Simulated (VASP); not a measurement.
# VASP inputs for BAs (zincblende)

INCAR

```
ENCUT = 600
NELM = 120
EDIFFG = -5E-3
LREAL = .FALSE.
PREC = Accurate
NSW = 40
ALGO = Normal
IBRION = 2
LWAVE = .FALSE.
ISMEAR = -1
LCHARG = .FALSE.
ISIF = 3
SIGMA = 0.02
LASPH = .TRUE.
METAGGA = R2SCAN
EDIFF = 1E-7
NBANDS = 11
```

KPOINTS

```
KPOINTS created by Atomic Simulation Environment
0
Gamma
8 8 8
0 0 0
```

POSCAR

```
B  As
 1.0000000000000000
     0.0000000000000000    2.4046251120903746    2.4046251120903746
     2.4046251120903746    0.0000000000000000    2.4046251120903746
     2.4046251120903746    2.4046251120903746    0.0000000000000000
 B   As
   1   1
Cartesian
  0.0000000000000000 -0.0000000000000000  0.0000000000000000
  1.2023125560451871  1.2023125560451871  1.2023125560451871
```

VASP ran with the recommended PBE PAW datasets (8 valence electrons in the cell).

Q: Estimate the main results of this run.

A: relaxed cell vector lengths 3.384, 3.384, 3.384 Å; relaxed cell volume 27.41 Å³.
